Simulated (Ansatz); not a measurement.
**Ir: rattled cells**

This session takes Ir and sets out to see what random moves of the atoms cost.

Method: DFT PBE, scalar-relativistic, plane waves, PAW, in Ansatz 0.2.0.

1 further run of the same task is left out (set aside as unsound or not needed).

## 1. The structure to begin with

The structure is hexagonal, space group P6_3/mmc (No. 194). Conventional cell: a = 2.751 Å, b = 2.751 Å, c = 4.462 Å, α = 90.00°, β = 90.00°, γ = 120.00°. Ir (site symmetry -6m2) has 12 Ir at 2.74 to 2.75 Å as nearest neighbours.

Structure file:

```cif
data_structure
_symmetry_space_group_name_H-M 'P 1'
_symmetry_Int_Tables_number 1
_cell_length_a 2.7514
_cell_length_b 2.7514
_cell_length_c 4.4623
_cell_angle_alpha 90.000
_cell_angle_beta 90.000
_cell_angle_gamma 120.000
_cell_volume 29.25
loop_
_atom_site_label
_atom_site_type_symbol
_atom_site_fract_x
_atom_site_fract_y
_atom_site_fract_z
_atom_site_occupancy
Ir1 Ir 0.66667 0.33333 0.75000 1
Ir2 Ir 0.33333 0.66667 0.25000 1
```

The structure comes from the Materials Project (structure only).

## 2. Probe: one point at the start

The input, input.yaml:

```yaml
crystal:
  lattice:
    - [2.7513778946, 0.0, 0.0]
    - [-1.3756889473, 2.3827631521, 0.0]
    - [0.0, 0.0, 4.46229]
  atoms:
    - { symbol: Ir, position: [0.66666667, 0.33333333, 0.75] }
    - { symbol: Ir, position: [0.33333333, 0.66666667, 0.25] }
basis:
  ecutwfc: 420
kpoints:
  mp_grid: { grid: [6, 6, 4] }
hamiltonian:
  xc: pbe
scf:
  occupations: { method: gaussian, width: 0.1 }
output:
  forces: true
  stress: true
  eigenvalues: true
```

Command:

```sh
> ansatz run input.yaml --threads 1 --pin off --max-ram 2560MiB --backend cpu --events-out ev --progress --plain --runs-dir out
```

Log (excerpt; [...] marks lines left out):

```text
Warning: RAYON_NUM_THREADS=1 ignored (pool sized by the plan → 1); use --threads N
[...]
Pseudopotentials: kind: paw
Pseudopotential: Ir, paw, valence charge 17, recommended cutoff 420 eV (normal), Ir.paw.azcp
Functional definition: PBE
[...]
Crystal: 2 atoms, lattice volume = 29.254 Å³
Basis set: ecut = 420 eV, 573 PW (Γ), exchange–correlation on 40×40×60 points (8 copies of the dense FFT grid, shifted against one another)
Bands: 21, of which v1, the nominal top of the filled ones, is band 17 counted from 1 (16 counted from 0)
Symmetry: 24 space group operations
Space group: P63/mmc (ITA 194), of the structure as read, at distance tolerance 3.1e-5 Å
k-points: 21 of 144
[...]
SCF iter   1: F=—  HF=-23870.449496 eV  |F-HF|=—  |Δ(HF+E_count)|=         —  Δρ=1.22e-2  dr2=1.53e-2  ethr=1.77e-3  ⟨swp⟩=4.5  Hψ=1668  notcnv=0
[...]
SCF iter   6: F=-23870.452282 eV  HF=-23870.452282 eV  |F-HF|=2.98e-10  |Δ(HF+E_count)|=   3.81e-8  Δρ=2.20e-6  dr2=3.35e-10  ethr=1.58e-10  ⟨swp⟩=2.8  Hψ=1539  notcnv=0
[...]
SCF converged after 6 iterations
Free energy (F): -23870.452282 eV
[...]
E sigma→0 (E₀):  -23870.447222 eV
Entropy (-TS):   -0.010120 eV (-5.060 meV/atom)
Fermi energy:    24.686903 eV
[...]
--- Forces (eV/Å), atoms counted from 1 ---
  atom   1  Ir    -0.00000000    -0.00000000     0.00000000
  atom   2  Ir     0.00000000     0.00000000     0.00000000
[...]
--- Stress (GPa, compression-positive) ---
        0.533794       0.000000       0.000000
       -0.000000       0.533794       0.000000
        0.000000       0.000000      -5.729167
  P = ⅓ Tr σ = -1.5539 GPa (-15.539 kbar)
--- Band table (eV; the first three rows and the last of 21) ---
  k-point 0: bands = ["-68.0032", "-67.9449", "-25.2745", "-24.6018", "-24.6018", "-24.5616", "-24.4981", "-24.4981", "13.9879", "17.0341", "21.0945", "21.2322", "21.2322", "21.8589", "21.8589", "22.5784", "22.5784", "24.1023", "25.1178", "25.1178", "31.6417"]
[...]
```

Run time: 1 s. Hardware: 1 thread of Intel Xeon at 2.70GHz, shared host; peak memory 0.29 GiB.

The cell is taken as given, not relaxed at this level.

## 3. Zero of the scan

The input, input.yaml:

```yaml
crystal:
  lattice:
    - [1.3756889473, -2.3827631521, 4.46229]
    - [1.3756889473, -2.3827631521, -4.46229]
    - [2.7513778946, 4.7655263042, 0.0]
  atoms:
    - { symbol: Ir, position: [0.0416666667, 0.2916666667, 0.3333333333] }
    - { symbol: Ir, position: [0.5416666667, 0.7916666667, 0.3333333333] }
    - { symbol: Ir, position: [0.0416666667, 0.2916666667, 0.8333333333] }
    - { symbol: Ir, position: [0.5416666667, 0.7916666667, 0.8333333333] }
    - { symbol: Ir, position: [0.4583333333, 0.2083333333, 0.1666666667] }
    - { symbol: Ir, position: [0.9583333333, 0.7083333333, 0.1666666667] }
    - { symbol: Ir, position: [0.4583333333, 0.2083333333, 0.6666666667] }
    - { symbol: Ir, position: [0.9583333333, 0.7083333333, 0.6666666667] }
basis:
  ecutwfc: 420
kpoints:
  mp_grid: { grid: [6, 6, 6] }
hamiltonian:
  xc: pbe
scf:
  occupations: { method: gaussian, width: 0.15 }
output:
  forces: true
  stress: true
  eigenvalues: true
```

Command:

```sh
> ansatz run input.yaml --threads 1 --pin off --max-ram 2560MiB --backend cpu --events-out ev --progress --plain --runs-dir out
```

Log (excerpt; [...] marks lines left out):

```text
Warning: RAYON_NUM_THREADS=1 ignored (pool sized by the plan → 1); use --threads N
[...]
[... 3 set-up lines as earlier in the session ...]
[...]
Crystal: 8 atoms, lattice volume = 117.017 Å³
Basis set: ecut = 420 eV, 2293 PW (Γ), exchange–correlation on 72×72×80 points (8 copies of the dense FFT grid, shifted against one another)
Bands: 82, of which v1, the nominal top of the filled ones, is band 68 counted from 1 (67 counted from 0)
Symmetry: 32 space group operations
Space group: P63/mmc (ITA 194), of the structure as read, at distance tolerance 4.9e-5 Å
k-points: 46 of 216
[...]
SCF iter   1: F=—  HF=-95481.948178 eV  |F-HF|=—  |Δ(HF+E_count)|=         —  Δρ=8.32e-3  dr2=2.50e-2  ethr=1.77e-3  ⟨swp⟩=5.0  Hψ=11941  notcnv=0  defer=8
[...]
SCF iter   6: F=-95481.971302 eV  HF=-95481.971302 eV  |F-HF|=5.43e-9  |Δ(HF+E_count)|=   1.61e-8  Δρ=4.70e-6  dr2=1.93e-8  ethr=7.35e-11  ⟨swp⟩=7.5  Hψ=13001  notcnv=0
[...]
SCF converged after 6 iterations
Free energy (F): -95481.971302 eV
[...]
E sigma→0 (E₀):  -95481.919333 eV
Entropy (-TS):   -0.103938 eV (-12.992 meV/atom)
Fermi energy:    24.888033 eV
[...]
--- Forces (eV/Å), atoms counted from 1 ---
  atom   1  Ir     0.00731059     0.00422077    -0.00000000
  atom   2  Ir     0.00731059     0.00422077     0.00000000
  atom   3  Ir     0.00731059     0.00422077     0.00000000
  atom   4  Ir     0.00731059     0.00422077     0.00000000
  atom   5  Ir    -0.00731059    -0.00422077    -0.00000000
  atom   6  Ir    -0.00731059    -0.00422077     0.00000000
  atom   7  Ir    -0.00731059    -0.00422077    -0.00000000
  atom   8  Ir    -0.00731059    -0.00422077    -0.00000000
[...]
--- Stress (GPa, compression-positive) ---
       -1.822329      -0.069030      -0.000000
       -0.069030      -1.742620      -0.000000
       -0.000000       0.000000      -0.881123
  P = ⅓ Tr σ = -1.4820 GPa (-14.820 kbar)
--- Band table (eV; the first three rows and the last of 46) ---
[...]
```

Run time: 18 s. Hardware: 1 thread of Intel Xeon at 2.70GHz, shared host; peak memory 0.59 GiB.

The cell is repeated 4 times, 8 atoms in all. Reference values: F = -95481.9713 eV; pressure -1.48 GPa; largest force 0.008 eV/Å; gap on the mesh none (metal).

## 4. Setting up rattled cells

All atoms are moved at random with no net shift, in some cells together with a random strain.

## 5. Point rms move = 0.442 Å

The input, input.yaml:

```yaml
crystal:
  lattice:
    - [1.3756889473, -2.3827631521, 4.46229]
    - [1.3756889473, -2.3827631521, -4.46229]
    - [2.7513778946, 4.7655263042, 0.0]
  atoms:
    - { symbol: Ir, position: [-0.1052615569, 0.2315447406, 0.2804922251] }
    - { symbol: Ir, position: [0.5223415027, 0.8005365544, 0.2893436636] }
    - { symbol: Ir, position: [0.1872755828, 0.3865430863, 0.9155914558] }
    - { symbol: Ir, position: [0.4688455041, 0.727175314, 0.8594439181] }
    - { symbol: Ir, position: [0.5622745355, 0.2735349707, 0.1941099293] }
    - { symbol: Ir, position: [0.9730175155, 0.7264825668, 0.1872540774] }
    - { symbol: Ir, position: [0.482753084, 0.2557938473, 0.6622407402] }
    - { symbol: Ir, position: [0.9087538322, 0.5983889198, 0.6115239905] }
basis:
  ecutwfc: 420
kpoints:
  mp_grid: { grid: [6, 6, 6] }
hamiltonian:
  xc: pbe
scf:
  occupations: { method: gaussian, width: 0.15 }
output:
  forces: true
  stress: true
  eigenvalues: true
```

Command:

```sh
> ansatz run input.yaml --threads 1 --pin off --max-ram 2560MiB --backend cpu --events-out ev --progress --plain --runs-dir out
```

Log (excerpt; [...] marks lines left out):

```text
Warning: RAYON_NUM_THREADS=1 ignored (pool sized by the plan → 1); use --threads N
[...]
[... 3 set-up lines as earlier in the session ...]
[...]
Crystal: 8 atoms, lattice volume = 117.017 Å³
Basis set: ecut = 420 eV, 2293 PW (Γ), exchange–correlation on 72×72×80 points (8 copies of the dense FFT grid, shifted against one another)
Bands: 82, of which v1, the nominal top of the filled ones, is band 68 counted from 1 (67 counted from 0)
Symmetry: 1 space group operations
Space group: P1 (ITA 1), of the structure as read, at distance tolerance 4.9e-5 Å
k-points: 112 of 216 (time reversal used)
[...]
SCF iter   1: F=—  HF=-95452.886332 eV  |F-HF|=—  |Δ(HF+E_count)|=         —  Δρ=2.29e-2  dr2=5.65e-1  ethr=1.77e-3  ⟨swp⟩=5.5  Hψ=32455  notcnv=0  defer=16
[...]
SCF iter   7: F=-95452.832453 eV  HF=-95452.832453 eV  |F-HF|=2.08e-8  |Δ(HF+E_count)|=   8.58e-8  Δρ=6.24e-6  dr2=5.72e-8  ethr=7.35e-11  ⟨swp⟩=9.7  Hψ=35496  notcnv=0
[...]
SCF converged after 7 iterations
Free energy (F): -95452.832453 eV
[...]
E sigma→0 (E₀):  -95452.783924 eV
Entropy (-TS):   -0.097058 eV (-12.132 meV/atom)
Fermi energy:    25.124857 eV
[...]
--- Forces (eV/Å), atoms counted from 1 ---
  atom   1  Ir    16.12181246   -15.91791932    43.51886534
  atom   2  Ir    15.52098571    13.50756499    -0.25806632
  atom   3  Ir   -25.90000299    26.97071197     4.23210759
  atom   4  Ir     4.27114588   -32.32573371    -3.93790732
  atom   5  Ir   -27.56637957     7.57532310   -38.15232119
  atom   6  Ir     1.73001958    -3.98164952    -1.29051497
  atom   7  Ir    -4.11163631     3.68869964     2.60073879
  atom   8  Ir    19.93402844     0.48297740    -6.71294572
[...]
--- Stress (GPa, compression-positive) ---
      145.834052     -29.319270      10.265048
      -29.319270     124.928951      -8.883402
       10.265046      -8.883402     129.668910
  P = ⅓ Tr σ = 133.4773 GPa (1334.773 kbar)
--- Band table (eV; the first three rows and the last of 112) ---
[...]
```

Wall time 69 s (1 thread of Intel Xeon at 2.70GHz, shared host); peak memory 0.92 GiB.

## 6. Point rms move = 0.510 Å

The input, input.yaml:

```yaml
crystal:
  lattice:
    - [1.7755375666, -2.5164326287, 4.7816023978]
    - [1.2229761506, -2.3736332746, -4.5350003904]
    - [2.7172628408, 4.7276856341, 0.0940986789]
  atoms:
    - { symbol: Ir, position: [0.1183122859, 0.3504111199, 0.3993229414] }
    - { symbol: Ir, position: [0.6111565149, 0.7623023218, 0.3907127444] }
    - { symbol: Ir, position: [-0.0564398919, 0.3445816236, 0.7342866622] }
    - { symbol: Ir, position: [0.5000535389, 0.7550617776, 0.8452997548] }
    - { symbol: Ir, position: [0.4462579339, 0.1144183479, 0.0888736511] }
    - { symbol: Ir, position: [1.0073048175, 0.7856366909, 0.1718368313] }
    - { symbol: Ir, position: [0.4884613736, 0.242879241, 0.6373482864] }
    - { symbol: Ir, position: [0.8848934272, 0.6447088772, 0.7323191282] }
basis:
  ecutwfc: 420
kpoints:
  mp_grid: { grid: [6, 6, 6] }
hamiltonian:
  xc: pbe
scf:
  occupations: { method: gaussian, width: 0.15 }
output:
  forces: true
  stress: true
  eigenvalues: true
```

Command:

```sh
> ansatz run input.yaml --threads 1 --pin off --max-ram 2560MiB --backend cpu --events-out ev --progress --plain --runs-dir out
```

Log (excerpt; [...] marks lines left out):

```text
[...]
SCF converged after 7 iterations
Free energy (F): -95458.677280 eV
[...]
E sigma→0 (E₀):  -95458.626687 eV
Entropy (-TS):   -0.101184 eV (-12.648 meV/atom)
Fermi energy:    22.542815 eV
[...]
--- Forces (eV/Å), atoms counted from 1 ---
  atom   1  Ir    -4.59669912    -6.57006458     0.93203335
  atom   2  Ir    -1.97125448    -0.74601616    -0.24636474
  atom   3  Ir    -2.59886149    18.24305225    47.07103663
  atom   4  Ir     0.50232891    -1.77799442     4.73085892
  atom   5  Ir     4.11829937     0.45821916    -5.91379554
  atom   6  Ir     7.80019889     9.42469007    -0.91904875
  atom   7  Ir   -12.74437122    13.08955440    -2.61759823
  atom   8  Ir     9.49042878   -32.12141996   -43.03708418
[...]
--- Stress (GPa, compression-positive) ---
       61.023608      -7.747582     -21.359681
       -7.747582      58.466675      13.513383
      -21.359681      13.513379     127.668125
  P = ⅓ Tr σ = 82.3861 GPa (823.861 kbar)
--- Band table (eV; the first three rows and the last of 112) ---
[...]
```

It took 75 s on 1 thread of Intel Xeon at 2.70GHz, shared host; peak memory 0.96 GiB.

## 7. rms move = 0.113 Å

The input, input.yaml:

```yaml
crystal:
  lattice:
    - [1.3756889473, -2.3827631521, 4.46229]
    - [1.3756889473, -2.3827631521, -4.46229]
    - [2.7513778946, 4.7655263042, 0.0]
  atoms:
    - { symbol: Ir, position: [0.049447049, 0.3091832399, 0.3309013526] }
    - { symbol: Ir, position: [0.5460542672, 0.7858665679, 0.349558171] }
    - { symbol: Ir, position: [0.0143908842, 0.2798402611, 0.7919338524] }
    - { symbol: Ir, position: [0.5505432965, 0.8090390023, 0.8379498514] }
    - { symbol: Ir, position: [0.4666209876, 0.2087161807, 0.1681741574] }
    - { symbol: Ir, position: [0.9671790349, 0.7131413788, 0.1629429126] }
    - { symbol: Ir, position: [0.4410767892, 0.19256295, 0.6817722949] }
    - { symbol: Ir, position: [0.9646876914, 0.7016504193, 0.6767674076] }
basis:
  ecutwfc: 420
kpoints:
  mp_grid: { grid: [6, 6, 6] }
hamiltonian:
  xc: pbe
scf:
  occupations: { method: gaussian, width: 0.15 }
output:
  forces: true
  stress: true
  eigenvalues: true
```

Command:

```sh
> ansatz run input.yaml --threads 1 --pin off --max-ram 2560MiB --backend cpu --events-out ev --progress --plain --runs-dir out
```

Log (excerpt; [...] marks lines left out):

```text
[...]
SCF converged after 6 iterations
Free energy (F): -95481.268684 eV
[...]
E sigma→0 (E₀):  -95481.216602 eV
Entropy (-TS):   -0.104164 eV (-13.020 meV/atom)
Fermi energy:    24.886082 eV
[...]
--- Forces (eV/Å), atoms counted from 1 ---
  atom   1  Ir    -0.61538323     0.33173551     0.93421438
  atom   2  Ir    -1.11429140    -1.38223506    -0.18096588
  atom   3  Ir     2.29199061     1.59388435     0.96231424
  atom   4  Ir    -0.24976432     0.91033857     1.17893058
  atom   5  Ir     0.20558785     0.68595543    -0.45938416
  atom   6  Ir     0.07534837     0.45579413    -0.42903939
  atom   7  Ir    -0.22320836    -2.01840236    -0.70664255
  atom   8  Ir    -0.37028282    -0.57707399    -1.29943067
[...]
--- Stress (GPa, compression-positive) ---
        1.869548       0.371592      -0.005500
        0.371593       3.767112       1.119922
       -0.005500       1.119922       2.648300
  P = ⅓ Tr σ = 2.7617 GPa (27.617 kbar)
--- Band table (eV; the first three rows and the last of 112) ---
[...]
```

Wall time 70 s (1 thread of Intel Xeon at 2.70GHz, shared host); peak memory 0.92 GiB.

## 8. rms move = 0.094 Å

The input, input.yaml:

```yaml
crystal:
  lattice:
    - [1.4741719558, -2.3336690077, 4.5485683356]
    - [1.3792046615, -2.3679136735, -4.5375765513]
    - [2.5828191309, 4.5453762436, 0.0475635571]
  atoms:
    - { symbol: Ir, position: [0.0410204108, 0.2989395767, 0.336569495] }
    - { symbol: Ir, position: [0.5532628949, 0.8186644374, 0.3480465119] }
    - { symbol: Ir, position: [0.0235914907, 0.2617952698, 0.8236183241] }
    - { symbol: Ir, position: [0.5481374729, 0.8013708625, 0.8403342201] }
    - { symbol: Ir, position: [0.4360164267, 0.1910592495, 0.1667699206] }
    - { symbol: Ir, position: [0.9537259292, 0.6936576109, 0.1511373421] }
    - { symbol: Ir, position: [0.4847625656, 0.230497861, 0.6711738429] }
    - { symbol: Ir, position: [0.9594828092, 0.7040151322, 0.6623503434] }
basis:
  ecutwfc: 420
kpoints:
  mp_grid: { grid: [6, 6, 6] }
hamiltonian:
  xc: pbe
scf:
  occupations: { method: gaussian, width: 0.15 }
output:
  forces: true
  stress: true
  eigenvalues: true
```

Command:

```sh
> ansatz run input.yaml --threads 1 --pin off --max-ram 2560MiB --backend cpu --events-out ev --progress --plain --runs-dir out
```

Log (excerpt; [...] marks lines left out):

```text
Warning: RAYON_NUM_THREADS=1 ignored (pool sized by the plan → 1); use --threads N
[...]
[... 3 set-up lines as earlier in the session ...]
[...]
Crystal: 8 atoms, lattice volume = 114.075 Å³
Basis set: ecut = 420 eV, 2221 PW (Γ), exchange–correlation on 72×72×72 points (8 copies of the dense FFT grid, shifted against one another)
Bands: 82, of which v1, the nominal top of the filled ones, is band 68 counted from 1 (67 counted from 0)
[... 1 set-up line as earlier in the session ...]
Space group: P1 (ITA 1), of the structure as read, at distance tolerance 4.8e-5 Å
k-points: 112 of 216 (time reversal used)
[...]
SCF iter   1: F=—  HF=-95480.846601 eV  |F-HF|=—  |Δ(HF+E_count)|=         —  Δρ=8.53e-3  dr2=3.16e-2  ethr=1.77e-3  ⟨swp⟩=5.0  Hψ=29382  notcnv=0  defer=30
[...]
SCF iter   6: F=-95480.865422 eV  HF=-95480.865422 eV  |F-HF|=1.59e-8  |Δ(HF+E_count)|=   1.37e-7  Δρ=5.95e-6  dr2=4.06e-8  ethr=7.35e-11  ⟨swp⟩=8.0  Hψ=32486  notcnv=0
[...]
SCF converged after 6 iterations
Free energy (F): -95480.865422 eV
[...]
E sigma→0 (E₀):  -95480.814887 eV
Entropy (-TS):   -0.101070 eV (-12.634 meV/atom)
Fermi energy:    25.637866 eV
[...]
--- Forces (eV/Å), atoms counted from 1 ---
  atom   1  Ir    -0.14984404     0.06040014     0.41575241
  atom   2  Ir    -1.97852165     0.29686857     1.23173533
  atom   3  Ir     1.73158422    -1.10312400    -0.00767428
  atom   4  Ir    -0.64461134     0.37180621     0.19800480
  atom   5  Ir     0.29816906    -1.89589998    -0.24194085
  atom   6  Ir     1.33960545     0.70002906    -0.52108203
  atom   7  Ir    -0.66537745     1.89853360    -0.88215363
  atom   8  Ir     0.06899177    -0.32860272    -0.19264794
[...]
--- Stress (GPa, compression-positive) ---
       16.083289      13.903054      -2.405963
       13.903054      22.122974      -0.697264
       -2.405963      -0.697264       1.644915
  P = ⅓ Tr σ = 13.2837 GPa (132.837 kbar)
--- Band table (eV; the first three rows and the last of 112) ---
[...]
```

Run time: 60 s. Hardware: 1 thread of Intel Xeon at 2.70GHz, shared host; peak memory 0.9 GiB.

## 9. At rms move = 0.128 Å

The input, input.yaml:

```yaml
crystal:
  lattice:
    - [1.3756889473, -2.3827631521, 4.46229]
    - [1.3756889473, -2.3827631521, -4.46229]
    - [2.7513778946, 4.7655263042, 0.0]
  atoms:
    - { symbol: Ir, position: [0.0509473297, 0.2981964725, 0.3345389858] }
    - { symbol: Ir, position: [0.5406151095, 0.7855687127, 0.317593383] }
    - { symbol: Ir, position: [0.0605152712, 0.2940772296, 0.8412237352] }
    - { symbol: Ir, position: [0.546845039, 0.7828051898, 0.8337526741] }
    - { symbol: Ir, position: [0.4936366639, 0.241992854, 0.1731800654] }
    - { symbol: Ir, position: [0.9427471217, 0.6793053016, 0.1793353319] }
    - { symbol: Ir, position: [0.435858439, 0.1989095122, 0.6499594226] }
    - { symbol: Ir, position: [0.928835026, 0.7191447277, 0.6704164021] }
basis:
  ecutwfc: 420
kpoints:
  mp_grid: { grid: [6, 6, 6] }
hamiltonian:
  xc: pbe
scf:
  occupations: { method: gaussian, width: 0.15 }
output:
  forces: true
  stress: true
  eigenvalues: true
```

Command:

```sh
> ansatz run input.yaml --threads 1 --pin off --max-ram 2560MiB --backend cpu --events-out ev --progress --plain --runs-dir out
```

Log (excerpt; [...] marks lines left out):

```text
Warning: RAYON_NUM_THREADS=1 ignored (pool sized by the plan → 1); use --threads N
[...]
[... 3 set-up lines as earlier in the session ...]
[...]
Crystal: 8 atoms, lattice volume = 117.017 Å³
Basis set: ecut = 420 eV, 2293 PW (Γ), exchange–correlation on 72×72×80 points (8 copies of the dense FFT grid, shifted against one another)
Bands: 82, of which v1, the nominal top of the filled ones, is band 68 counted from 1 (67 counted from 0)
[... 2 set-up lines as earlier in the session ...]
k-points: 112 of 216 (time reversal used)
[...]
SCF iter   1: F=—  HF=-95480.804922 eV  |F-HF|=—  |Δ(HF+E_count)|=         —  Δρ=9.53e-3  dr2=5.73e-2  ethr=1.77e-3  ⟨swp⟩=5.0  Hψ=29327  notcnv=0  defer=28
[...]
SCF iter   6: F=-95480.823220 eV  HF=-95480.823220 eV  |F-HF|=3.07e-8  |Δ(HF+E_count)|=   3.57e-7  Δρ=7.79e-6  dr2=7.62e-8  ethr=7.35e-11  ⟨swp⟩=7.3  Hψ=36366  notcnv=0
[...]
SCF converged after 6 iterations
Free energy (F): -95480.823220 eV
[...]
E sigma→0 (E₀):  -95480.768492 eV
Entropy (-TS):   -0.109455 eV (-13.682 meV/atom)
Fermi energy:    24.897917 eV
[...]
--- Forces (eV/Å), atoms counted from 1 ---
  atom   1  Ir    -0.29130691     0.48882026     0.43746621
  atom   2  Ir     0.94670491     0.32828765    -1.54038977
  atom   3  Ir    -0.62622991     0.02226523    -1.76784002
  atom   4  Ir     0.11068325     0.36689641    -1.84853118
  atom   5  Ir    -2.56983523     2.94540181     0.53773987
  atom   6  Ir     0.99579493    -3.71261474    -0.37107775
  atom   7  Ir     0.79684323     0.02840897     1.52732699
  atom   8  Ir     0.63735965    -0.46745352     3.02530431
[...]
--- Stress (GPa, compression-positive) ---
        3.684961      -3.243410      -0.118066
       -3.243410       7.573371      -1.234596
       -0.118066      -1.234596       6.249123
  P = ⅓ Tr σ = 5.8358 GPa (58.358 kbar)
--- Band table (eV; the first three rows and the last of 112) ---
[...]
```

Wall time 67 s (1 thread of Intel Xeon at 2.70GHz, shared host); peak memory 0.92 GiB.

## 10. Results of the scan

The scan, with free energies counted from the undisturbed cell:

```csv
rms move (Å),ΔE (meV/atom),largest force (eV/Å),shortest distance (Å),pressure (GPa)
0.000,0.0,0.01,2.74,-1.5
0.094,138.2,2.35,2.53,13.3
0.113,87.8,2.95,2.55,2.8
0.128,143.5,3.95,2.42,5.8
0.442,3642.4,49.06,1.81,133.5
0.510,2911.8,54.53,1.76,82.4
```

## 11. Results

| quantity | value |
| --- | --- |
| costliest cell | 3642.4 meV/atom at an rms move of 0.442 Å |

In words: Cutoff, mesh or smearing here differ from converged choices, so read the numbers with care. The cost runs from 87.8 to 3642.4 meV/atom. Energy over the square of the rms move lies between 6.9 and 18.6 eV/Å² per atom; a harmonic solid under isotropic random moves would keep it roughly constant, while strain and close contacts change it. Spin-orbit coupling is left out for Ir. Where forces pass 15 eV/Å atoms stand far too close, the PAW spheres overlap strongly and those numbers are rough.
